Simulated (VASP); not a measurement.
# PtS2 in VASP: one cell, several levels of theory

Aim: gap, levels, forces and stress of PtS2 in the CdI2-type structure at fixed geometry. Runs: PBE, LDA, PBEsol. The results are then set beside those of Ansatz 0.2.0 for the same cell.

Code: VASP 6.6.1. PAW datasets, plane waves. Computed at 0 K without zero-point motion; spin polarisation is off.

**1. Starting point**

The cell comes from an earlier relaxation with r2SCAN+rVV10 in another program.

The symmetry is P-3m1 (No. 164, trigonal); a = 3.553 Å, c = 5.123 Å in the conventional setting, 18.66 Å³ an atom. Around Pt lie 6 S at 2.39 Å; around S lie 3 Pt at 2.39 Å.

Coordinates:

Space group P-3m1 (No. 164). a = 3.553 Å, b = 3.553 Å, c = 5.123 Å, α = 90.00°, β = 90.00°, γ = 120.00°
| atom | site | symmetry | x | y | z |
| --- | --- | --- | --- | --- | --- |
| Pt | 1a | -3m. | 0.0000 | 0.0000 | 0.0000 |
| S | 2d | 3m. | 0.3333 | 0.6667 | 0.2393 |

**2. PBE at this geometry**

Input file INCAR:

```
ENCUT = 520.000000
SIGMA = 0.020000
EDIFF = 1.00e-07
GGA = PE
PREC = Accurate
IBRION = -1
ISIF = 2
ISMEAR = -1
NBANDS = 18
NELM = 120
NSW = 0
LASPH = .TRUE.
LCHARG = .FALSE.
LWAVE = .FALSE.
LREAL = .FALSE.
```

Input file KPOINTS:

```
KPOINTS created by Atomic Simulation Environment
0
Gamma
12 12 6
0 0 0
```

Input file KPOINTS_OPT:

```
special points
8
Reciprocal
0.0000000000 0.0000000000 0.0000000000 1
0.5000000000 0.0000000000 0.0000000000 1
0.3333333333 0.3333333333 0.0000000000 1
0.0000000000 0.0000000000 0.5000000000 1
0.5000000000 0.0000000000 0.5000000000 1
0.3333333333 0.3333333333 0.5000000000 1
0.0000000000 0.1666666667 0.1666666667 1
0.0000000000 0.2500000000 0.3333333333 1
```

Input file POSCAR:

```
Pt S
 1.0000000000000000
     3.5526415791220347    0.0000000000286172   -0.0000000000000000
    -1.7763207895858004    3.0766778580462373    0.0000000000000000
    -0.0000000000000000    0.0000000000000000    5.1227110718046962
 Pt  S
   1   2
Cartesian
 -0.0000000000000000 -0.0000000000000000  0.0000000000000000
 -0.0000000000165222  2.0511185720403642  1.2256597290667541
  1.7763207895527557  1.0255592860344904  3.8970513427379432
```

The run uses the recommended PBE PAW datasets (22 valence electrons a neutral cell).

Command:

```
mpirun -np 1 vasp_std
```

Printed to the terminal (iteration lines stand in OSZICAR):

```text
POSCAR found type information on POSCAR PtS
 POSCAR found :  2 types and       3 ions
 LDA part: xc-table for (Slater+PW92), standard interpolation
 POSCAR, INCAR and KPOINTS ok, starting setup
 FFT: planning ... GRIDC
 FFT: planning ... GRID_SOFT
 FFT: planning ... GRID
 WAVECAR not read
 entering main loop
 Start KPOINTS_OPT (optional k-point list driver)
k-point batch [1-8\8]
```

OSZICAR:

```text
N       E                     dE             d eps       ncg     rms          rms(c)
DAV:   1     0.112063782766E+03    0.11206E+03   -0.10332E+04  3640   0.109E+03
DAV:   2    -0.111746850461E+02   -0.12324E+03   -0.11931E+03  4390   0.220E+02
DAV:   3    -0.166859268879E+02   -0.55112E+01   -0.54687E+01  4572   0.469E+01
DAV:   4    -0.167445340303E+02   -0.58607E-01   -0.58575E-01  4650   0.534E+00
DAV:   5    -0.167454729881E+02   -0.93896E-03   -0.93887E-03  4654   0.666E-01    0.179E+01
DAV:   6    -0.156605696885E+02    0.10849E+01   -0.61100E+00  3732   0.243E+01    0.119E+01
DAV:   7    -0.154142623200E+02    0.24631E+00   -0.11970E+00  3722   0.110E+01    0.583E+00
DAV:   8    -0.153994890654E+02    0.14773E-01   -0.65930E-02  3992   0.176E+00    0.119E+00
DAV:   9    -0.153961713666E+02    0.33177E-02   -0.91314E-03  4244   0.990E-01    0.222E-01
DAV:  10    -0.153963861161E+02   -0.21475E-03   -0.14637E-03  4552   0.243E-01    0.927E-02
DAV:  11    -0.153964392866E+02   -0.53170E-04   -0.63962E-05  4272   0.651E-02    0.448E-02
DAV:  12    -0.153964421540E+02   -0.28674E-05   -0.10497E-05  4494   0.291E-02    0.100E-02
DAV:  13    -0.153964435417E+02   -0.13877E-05   -0.13621E-06  4246   0.805E-03    0.410E-03
DAV:  14    -0.153964437683E+02   -0.22655E-06   -0.24226E-07  4520   0.336E-03    0.103E-03
DAV:  15    -0.153964437674E+02    0.90654E-09   -0.17769E-08  2798   0.101E-03
   1 F= -.15396444E+02 E0= -.15396444E+02  d E =-.218657E-09
       N       E                     dE             ncg
DAV:   1     0.468093018901E+04   -0.30009E+04      296
DAV:   2     0.370247991464E+04   -0.97845E+03      346
DAV:   3     0.366328331824E+04   -0.39197E+02      370
DAV:   4     0.366289360750E+04   -0.38971E+00      344
DAV:   5     0.366288548005E+04   -0.81275E-02      376
DAV:   6     0.366288523686E+04   -0.24318E-03      368
DAV:   7     0.366288522795E+04   -0.89146E-05      390
DAV:   8     0.366288522758E+04   -0.36629E-06      352
DAV:   9     0.366288522757E+04   -0.13191E-07      240
```

The lines after F= are the extra pass for the points of KPOINTS_OPT, at fixed density; their E is not a total energy.

From OUTCAR:

```text
k-points           NKPTS =    100   k-points in BZ     NKDIM =    100   number of bands    NBANDS=     18

   NELECT =      22.0000    total number of electrons

   dimension x,y,z NGX =    28 NGY =   28 NGZ =   40
   dimension x,y,z NGXF=    56 NGYF=   56 NGZF=   80

  energy-cutoff  :      520.00
  volume of cell :       55.99
      direct lattice vectors                 reciprocal lattice vectors
     3.552641579  0.000000000  0.000000000     0.281480689  0.162512952  0.000000000
    -1.776320790  3.076677858  0.000000000    -0.000000000  0.325025903  0.000000000
     0.000000000  0.000000000  5.122711072     0.000000000  0.000000000  0.195209136

 k-points in reciprocal lattice and weights: KPOINTS created by Atomic Simulation Env
   0.00000000  0.00000000  0.00000000       0.001
   0.08333333 -0.00000000  0.00000000       0.007
   0.16666667  0.00000000  0.00000000       0.007
   0.25000000 -0.00000000  0.00000000       0.007
   0.33333333  0.00000000  0.00000000       0.007
   0.41666667  0.00000000  0.00000000       0.007
   0.50000000 -0.00000000  0.00000000       0.003
   0.08333333  0.08333333  0.00000000       0.007
[... 92 more k-points ...]

 E-fermi :   6.8015

 k-point     1 :       0.0000    0.0000    0.0000
  band No.  band energies     occupation
      1      -8.6841      2.00000
      2      -5.8772      2.00000
      3      -0.3525      2.00000
      4      -0.0139      2.00000
      5      -0.0139      2.00000
      6       2.7258      2.00000
      7       2.7258      2.00000
      8       4.4639      2.00000
      9       5.4094      2.00000
     10       5.4094      2.00000
     11       6.4203      2.00000
     12       8.5636      0.00000
     13       8.5636      0.00000
     14      11.2137      0.00000
     15      11.8679      0.00000
     16      14.5242      0.00000
     17      14.5242      0.00000
     18      18.8264      0.00000

 k-point     2 :       0.0833   -0.0000    0.0000
  band No.  band energies     occupation
      1      -8.5962      2.00000
      2      -5.9175      2.00000
      3      -0.2594      2.00000
      4       0.0425      2.00000
      5       0.0435      2.00000
      6       2.5959      2.00000
      7       2.6557      2.00000
      8       4.2484      2.00000
      9       5.3310      2.00000
     10       5.4195      2.00000
     11       6.4012      2.00000
     12       8.2711      0.00000
     13       8.5108      0.00000
     14      11.7024      0.00000
     15      12.2294      0.00000
     16      14.3008      0.00000
     17      14.8018      0.00000
     18      17.8731      0.00000

 k-point     3 :       0.1667    0.0000    0.0000
  band No.  band energies     occupation
      1      -8.3422      2.00000
      2      -6.0261      2.00000
      3      -0.0121      2.00000
      4       0.1956      2.00000
      5       0.2307      2.00000
      6       2.1550      2.00000
      7       2.5092      2.00000
      8       3.7954      2.00000
      9       5.1825      2.00000
     10       5.3541      2.00000
     11       6.1330      2.00000
     12       7.9869      0.00000
     13       8.4578      0.00000
     14      12.3727      0.00000
     15      12.9982      0.00000
     16      14.2330      0.00000
     17      15.4732      0.00000
     18      16.4490      0.00000

 k-point     4 :       0.2500   -0.0000    0.0000
  band No.  band energies     occupation
      1      -7.9536      2.00000
      2      -6.1738      2.00000
      3       0.2213      2.00000
      4       0.3927      2.00000
      5       0.6347      2.00000
      6       1.4429      2.00000
      7       2.4215      2.00000
      8       3.4656      2.00000
      9       4.9243      2.00000
     10       5.0738      2.00000
     11       5.5400      2.00000
     12       8.0184      0.00000
     13       8.5476      0.00000
     14      12.1244      0.00000
     15      13.8180      0.00000
     16      14.9214      0.00000
     17      15.5127      0.00000
     18      15.7394      0.00000

[... the tables of k-points 5 to 100 left out ...]

  Total        1.2697749      1.2697749      0.8074394      0.0000000      0.0000000      0.0000000
  in kB       36.3332328     36.3332328     23.1040021      0.0000000      0.0000000      0.0000000
  external PRESSURE =      31.9234892 kB  Pullay stress =       0.0000000 kB

 POSITION                                       TOTAL-FORCE (eV/Angst)
 -----------------------------------------------------------------------------------
      0.00000      0.00000      0.00000         0.000000      0.000000      0.000000
     -0.00000      2.05112      1.22566        -0.000000      0.000000      0.026043
      1.77632      1.02556      3.89705         0.000000     -0.000000     -0.026043
 -----------------------------------------------------------------------------------
    total drift:                               -0.000000      0.000000     -0.000000

  FREE ENERGIE OF THE ION-ELECTRON SYSTEM (eV)
  ---------------------------------------------------
  free  energy   TOTEN  =       -15.3964437674 eV

  energy  without entropy=      -15.3964437671  energy(sigma->0) =      -15.39644377
```

Hardware: 1 MPI rank of Intel Xeon 6975P-C, shared host.

The levels at the points of KPOINTS_OPT are read from vasprun.xml.

Levels at the named points, in eV from the top of band v (v: the last filled band by count, c: the next):

```csv
point,v−1,v,c,c+1
Γ,-1.03,-0.02,2.12,2.12
M,-2.92,-2.40,1.56,2.57
K,-1.36,-1.36,0.83,0.83
A,-1.26,-1.11,2.64,2.64
L,-2.66,-1.42,1.75,2.23
H,-1.85,-1.85,2.10,2.10
```

The PBE gap is 0.71 eV and indirect ((0.00, 0.17, 0.17) to (0.00, 0.25, 0.33)), with 0.97 eV as the least direct one. Pressure: 3.19 GPa, and the largest force is 0.026 eV/Å, on atom 2 (S).

**3. Single point with LDA**

Input file INCAR:

```
ENCUT = 520.000000
SIGMA = 0.010000
EDIFF = 1.00e-07
GGA = CA
PREC = Accurate
IBRION = -1
ISIF = 2
ISMEAR = 0
NBANDS = 18
NELM = 120
NSW = 0
LASPH = .TRUE.
LCHARG = .FALSE.
LWAVE = .FALSE.
LREAL = .FALSE.
```

KPOINTS is that of step 2.

KPOINTS_OPT is that of step 2.

POSCAR is that of step 2.

Potentials: the recommended LDA PAW datasets, 22 valence electrons in the neutral cell.

Command:

```
mpirun -np 1 vasp_std
```

Standard output, without the iteration lines:

```text
POSCAR found type information on POSCAR PtS
 POSCAR found :  2 types and       3 ions
 LDA part: xc-table for (Slater(with rela. corr.)+CA(PZ))
 , standard interpolation
 POSCAR, INCAR and KPOINTS ok, starting setup
 FFT: planning ... GRIDC
 FFT: planning ... GRID_SOFT
 FFT: planning ... GRID
 WAVECAR not read
 entering main loop
 Start KPOINTS_OPT (optional k-point list driver)
k-point batch [1-8\8]
```

OSZICAR:

```text
N       E                     dE             d eps       ncg     rms          rms(c)
DAV:   1     0.108268796959E+03    0.10827E+03   -0.10311E+04  3640   0.109E+03
DAV:   2    -0.140257154623E+02   -0.12229E+03   -0.11836E+03  4394   0.219E+02
DAV:   3    -0.194529210694E+02   -0.54272E+01   -0.53860E+01  4560   0.465E+01
DAV:   4    -0.195100794661E+02   -0.57158E-01   -0.57127E-01  4636   0.528E+00
DAV:   5    -0.195109638829E+02   -0.88442E-03   -0.88435E-03  4576   0.647E-01    0.179E+01
DAV:   6    -0.184391429702E+02    0.10718E+01   -0.59680E+00  3744   0.238E+01    0.114E+01
DAV:   7    -0.181828173007E+02    0.25633E+00   -0.11862E+00  3704   0.111E+01    0.556E+00
DAV:   8    -0.181514827101E+02    0.31335E-01   -0.73439E-02  3964   0.188E+00    0.107E+00
DAV:   9    -0.181474518415E+02    0.40309E-02   -0.84162E-03  4178   0.915E-01    0.258E-01
DAV:  10    -0.181474676082E+02   -0.15767E-04   -0.15056E-03  4148   0.244E-01    0.917E-02
DAV:  11    -0.181474700613E+02   -0.24531E-05   -0.60714E-05  4626   0.687E-02    0.432E-02
DAV:  12    -0.181474685807E+02    0.14806E-05   -0.63101E-06  4146   0.241E-02    0.105E-02
DAV:  13    -0.181474684759E+02    0.10472E-06   -0.10047E-06  4360   0.710E-03    0.249E-03
DAV:  14    -0.181474684563E+02    0.19684E-07   -0.12638E-07  2306   0.259E-03
   1 F= -.18147468E+02 E0= -.18147468E+02  d E =-.740162E-33
       N       E                     dE             ncg
DAV:   1     0.464826161546E+04   -0.30336E+04      296
DAV:   2     0.367641877808E+04   -0.97184E+03      344
DAV:   3     0.363747483914E+04   -0.38944E+02      362
DAV:   4     0.363709559168E+04   -0.37925E+00      344
DAV:   5     0.363708806340E+04   -0.75283E-02      384
DAV:   6     0.363708785068E+04   -0.21272E-03      360
DAV:   7     0.363708784322E+04   -0.74545E-05      364
DAV:   8     0.363708784293E+04   -0.29398E-06      360
DAV:   9     0.363708784292E+04   -0.10247E-07      258
```

OUTCAR, selected sections:

```text
k-points           NKPTS =    100   k-points in BZ     NKDIM =    100   number of bands    NBANDS=     18

   NELECT =      22.0000    total number of electrons

   dimension x,y,z NGX =    28 NGY =   28 NGZ =   40
   dimension x,y,z NGXF=    56 NGYF=   56 NGZF=   80

  energy-cutoff  :      520.00
  volume of cell :       55.99
      direct lattice vectors                 reciprocal lattice vectors
     3.552641579  0.000000000  0.000000000     0.281480689  0.162512952  0.000000000
    -1.776320790  3.076677858  0.000000000    -0.000000000  0.325025903  0.000000000
     0.000000000  0.000000000  5.122711072     0.000000000  0.000000000  0.195209136

 k-points in reciprocal lattice and weights: KPOINTS created by Atomic Simulation Env
   0.00000000  0.00000000  0.00000000       0.001
   0.08333333 -0.00000000  0.00000000       0.007
   0.16666667  0.00000000  0.00000000       0.007
   0.25000000 -0.00000000  0.00000000       0.007
   0.33333333  0.00000000  0.00000000       0.007
   0.41666667  0.00000000  0.00000000       0.007
   0.50000000 -0.00000000  0.00000000       0.003
   0.08333333  0.08333333  0.00000000       0.007
[... 92 more k-points ...]

 E-fermi :   6.4140

 k-point     1 :       0.0000    0.0000    0.0000
  band No.  band energies     occupation
      1      -8.7910      2.00000
      2      -5.9333      2.00000
      3      -0.5329      2.00000
      4      -0.2036      2.00000
      5      -0.2036      2.00000
      6       2.5556      2.00000
      7       2.5556      2.00000
      8       4.3185      2.00000
      9       5.2864      2.00000
     10       5.2864      2.00000
     11       6.2941      2.00000
     12       8.4001      0.00000
     13       8.4001      0.00000
     14      10.9085      0.00000
     15      11.4962      0.00000
     16      14.2975      0.00000
     17      14.2975      0.00000
     18      18.5602      0.00000

 k-point     2 :       0.0833   -0.0000    0.0000
  band No.  band energies     occupation
      1      -8.7020      2.00000
      2      -5.9748      2.00000
      3      -0.4390      2.00000
      4      -0.1475      2.00000
      5      -0.1445      2.00000
      6       2.4243      2.00000
      7       2.4871      2.00000
      8       4.1070      2.00000
      9       5.1929      2.00000
     10       5.2949      2.00000
     11       6.2829      2.00000
     12       8.0831      0.00000
     13       8.3459      0.00000
     14      11.4121      0.00000
     15      11.8729      0.00000
     16      14.0625      0.00000
     17      14.5808      0.00000
     18      17.5693      0.00000

 k-point     3 :       0.1667    0.0000    0.0000
  band No.  band energies     occupation
      1      -8.4448      2.00000
      2      -6.0867      2.00000
      3      -0.1899      2.00000
      4       0.0045      2.00000
      5       0.0480      2.00000
      6       1.9811      2.00000
      7       2.3446      2.00000
      8       3.6492      2.00000
      9       5.0319      2.00000
     10       5.2244      2.00000
     11       6.0128      2.00000
     12       7.7844      0.00000
     13       8.2919      0.00000
     14      12.0937      0.00000
     15      12.6895      0.00000
     16      13.9527      0.00000
     17      15.2702      0.00000
     18      16.1076      0.00000

 k-point     4 :       0.2500   -0.0000    0.0000
  band No.  band energies     occupation
      1      -8.0506      2.00000
      2      -6.2383      2.00000
      3       0.0480      2.00000
      4       0.1999      2.00000
      5       0.4587      2.00000
      6       1.2631      2.00000
      7       2.2618      2.00000
      8       3.3088      2.00000
      9       4.7774      2.00000
     10       4.9366      2.00000
     11       5.3961      2.00000
     12       7.8242      0.00000
     13       8.3843      0.00000
     14      11.8642      0.00000
     15      13.5292      0.00000
     16      14.6169      0.00000
     17      15.1411      0.00000
     18      15.5452      0.00000

[... the tables of k-points 5 to 100 left out ...]

  Total       -1.3479408     -1.3479408     -1.5859008      0.0000000      0.0000000      0.0000000
  in kB      -38.5698657    -38.5698657    -45.3788322      0.0000000      0.0000000      0.0000000
  external PRESSURE =     -40.8395212 kB  Pullay stress =       0.0000000 kB

 POSITION                                       TOTAL-FORCE (eV/Angst)
 -----------------------------------------------------------------------------------
      0.00000      0.00000      0.00000        -0.000000     -0.000000      0.000000
     -0.00000      2.05112      1.22566         0.000000      0.000000     -0.338649
      1.77632      1.02556      3.89705        -0.000000     -0.000000      0.338649
 -----------------------------------------------------------------------------------
    total drift:                               -0.000000      0.000000     -0.000000

  FREE ENERGIE OF THE ION-ELECTRON SYSTEM (eV)
  ---------------------------------------------------
  free  energy   TOTEN  =       -18.1474684563 eV

  energy  without entropy=      -18.1474684563  energy(sigma->0) =      -18.14746846
```

Hardware: 1 MPI rank of Intel Xeon 6975P-C, shared host.

The levels at the points of KPOINTS_OPT are read from vasprun.xml.

Levels at the named points, in eV from the top of band v (v: the last filled band by count, c: the next):

```csv
point,v−1,v,c,c+1
Γ,-1.05,-0.04,2.07,2.07
M,-2.97,-2.44,1.45,2.52
K,-1.39,-1.39,0.71,0.71
A,-1.28,-1.11,2.59,2.59
L,-2.70,-1.43,1.68,2.13
H,-1.89,-1.89,2.03,2.03
```

The LDA gap is 0.60 eV and indirect ((0.00, 0.17, 0.17) to (0.00, 0.25, 0.33)), with 0.88 eV as the least direct one. The pressure is -4.08 GPa, and the largest force is 0.339 eV/Å, on atom 2 (S).

(Part 1 of 2 ends here.)
